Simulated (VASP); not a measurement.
Set up this calculation in VASP 6.6.1, as the native input.

| Item | Value |
| --- | --- |
| Task | single point |
| Functional | PBE |
| Potentials or basis | VASP PAW PBE potentials, release 64 (Pt, S) |
| Cutoff | 520 eV |
| k mesh | 6 × 6 × 6 |
| Occupations | fermi-dirac, width 0.02 eV |
| Spin | no spin polarisation |
| Dipole correction | no |
| Further INCAR settings | ALGO = Normal; EDIFF = 1e-06; NBANDS = 18 |

The structure of PtS2 lies in POSCAR:

```
PtS2
1.0
    0.0000000000      2.9757935506      2.9757935506
    2.9757935506      0.0000000000      2.9757935506
    2.9757935506      2.9757935506      0.0000000000
Pt S
1 2
Direct
    0.0000000000      0.0000000000      0.0000000000
    0.2500000000      0.2500000000      0.2500000000
    0.7500000000      0.7500000000      0.7500000000
```

The cell was built by a generator and needn't be a form met in nature.

These files were run (other wordings do the same):

INCAR

```
PREC     = Accurate       # precision mode
ENCUT    = 520            # plane-wave cutoff, eV
EDIFF    = 1E-6           # SCF threshold, eV
ISMEAR   = -1             # smearing method
SIGMA    = 0.02           # smearing width, eV
LREAL    = F              # projectors in reciprocal space
LASPH    = T              # aspherical terms in the spheres
NELM     = 80             # most SCF steps
ALGO     = Normal         # electronic algorithm
ISIF     = 2              # what is computed and relaxed
LWAVE    = F              # write WAVECAR
LCHARG   = F              # write CHGCAR
GGA      = PE             # functional
NBANDS   = 18             # bands
```

KPOINTS

```
Automatic mesh
0
Gamma
  6 6 6
```

Potentials or basis: VASP PAW PBE potentials, release 64 (Pt, S).

The run is started by

```sh
$ cat potpaw_PBE.64/Pt/POTCAR potpaw_PBE.64/S/POTCAR > POTCAR
$ mpirun -np 1 vasp_std > vasp.out
```

Results of the run:

The pressure is 1.1 GPa and the band gap on the k mesh is none (metal or under the smearing width).

Run time: 6.8 s on 1 thread of AMD EPYC 9R45 96-Core Processor (Zen 5), on a shared host, peak memory 0.15 GiB.
